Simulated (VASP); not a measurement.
The system is Re.

```xyz
1
Lattice="0.0000 1.9750 1.9750 1.9750 0.0000 1.9750 1.9750 1.9750 0.0000" Properties=species:S:1:pos:R:3 pbc="T T T"
Re    0.0000    0.0000    0.0000
```

This isn't the form of Re at room conditions, which is hcp.

```yaml
Program: VASP 6.6.1
Task: relaxation of cell and atoms
Functional: PBEsol
Potentials_or_basis: VASP PAW PBE potentials, release 64 (Re)
Cutoff: 600 eV
k_mesh: 8 × 8 × 8
Occupations: gaussian, width 0.1 eV
Spin: no spin polarisation
```

At the start: pressure -19.1 GPa; volume 15.41 Å³/atom.

Q: Where does the relaxation end?

A: Over 5 steps the energy falls by 51.6 meV/atom and the volume is 14.59 Å³/atom (-5.3 %); space group Fm-3m (No. 225, to 0.05 Å).

Step by step:
```
step  energy change (eV)  largest force (eV/Å)  pressure (GPa)  volume (Å³)
   1              0.0000                0.0000          -19.12        15.41
   2              1.0440                0.0000          146.12        11.66
   3             -0.0509                0.0000           -2.37        14.68
   4             -0.0516                0.0000           -0.65        14.61
   5             -0.0516                0.0000            0.01        14.59
```

Final structure:
```
Re
1.0
     0.00000    1.93930    1.93930
     1.93930    0.00000    1.93930
     1.93930    1.93930    0.00000
Re
1
Direct
  0.00000 0.00000 0.00000
```

Caveat: the PAW data sets were made with another functional, which shifts forces and pressure a little.
